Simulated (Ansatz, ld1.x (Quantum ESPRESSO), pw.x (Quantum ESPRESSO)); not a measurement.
From atom to crystal: RRKJ potential for beryllium (Be)

ld1.x (Quantum ESPRESSO) 7.5 input, shortened:

```
&input
   title='Be', zed=4., rel=1, dft='PBE', iswitch=3,
   config='[He] 2s1.5 2p0.5 3d-2'
 /
 &inputp
   pseudotype=2, tm=.false., rho0=0.02, lloc=-1, rcloc=3.15,
   nlcc=.true., new_core_ps=.true.
 /
3
2S  1  0   1.50   0.00  1.95  1.95  0.0
2P  2  1   0.50   0.00  4.10  4.10  0.0
3D  3  2  -2.00   0.45  3.75  3.75  0.0
 &test
   configts(1)='2s1.5 2p0.5'
 /
```

Atomic tests: cutoffs needed: 21 Ry and 40 Ry (the cutoffs (Ry, on a coarse ladder) from which the occupation-weighted sum of valence levels, in a spherical-Bessel basis at the reference potential, stays within 10 and 1 mRy of its value at 400 Ry); ghost test: no extra level below or beside the all-electron valence levels (s, p, d, f tested) (spherical-Bessel basis up to 400 Ry, 20 bohr box); largest excitation error: -170 meV (all-electron minus pseudo) for 2s0 2p1, out of 6 test configurations.

Crystal test: fcc Be in pw.x 7.5, no spin, 18³ k-points, Fermi–Dirac smearing 0.01 Ry, cutoffs 50/200 Ry. The reference is all-electron LAPW (Ansatz 0.2.0) with the same functional, mesh and smearing; V0 and B0 come from Birch–Murnaghan fits to the pressures at five volumes. Errors are pseudo minus all-electron; Δ is the rms difference of the E(V) curves that follow from these fits, minima aligned, over ±6 % about the mean V0. Mesh and smearing are coarse, so the numbers serve the comparison and aren't converged zero-temperature values; the lattice is a test structure that the element need not adopt.

All-electron: a0 = 3.160 Å (V0 = 7.89 Å³/atom), B0 = 119.0 GPa.

Problem. How far does the potential miss the all-electron equation of state?

Solution. mean pressure error (GPa): -59.49. The pressure does not cross zero within the volumes sampled, so no fit is given. The largest radius (4.10 bohr) exceeds half the bond length (2.11 bohr), so the spheres overlap, which is one possible source of error among others. This is a poor potential for the solid. The pseudo pressure rises with volume over the whole range, a mechanical instability.

```
V (Å³/atom)  P all-electron (GPa)  P pseudo (GPa)
      7.518                  6.22          -62.63
      7.716                  2.75          -61.07
      7.914                 -0.36          -59.52
      8.112                 -3.15          -57.96
      8.310                 -5.65          -56.43
```

Problem. At the middle volume, how do free energy and pressure move when the wave cutoff is lowered (ecutrho kept at four times it)?

Solution.

```tsv
cutoff (Ry)	shift of F (meV/atom)	shift of P (GPa)
22	+56.2	-1.49
30	+20.2	-1.55
40	+1.8	-0.42
```

The run at the middle volume (195 k-points, 5 iterations) took about 2.4 s on one core of a shared host (Neoverse-V2, 96 threads, 742 GiB, load 37).
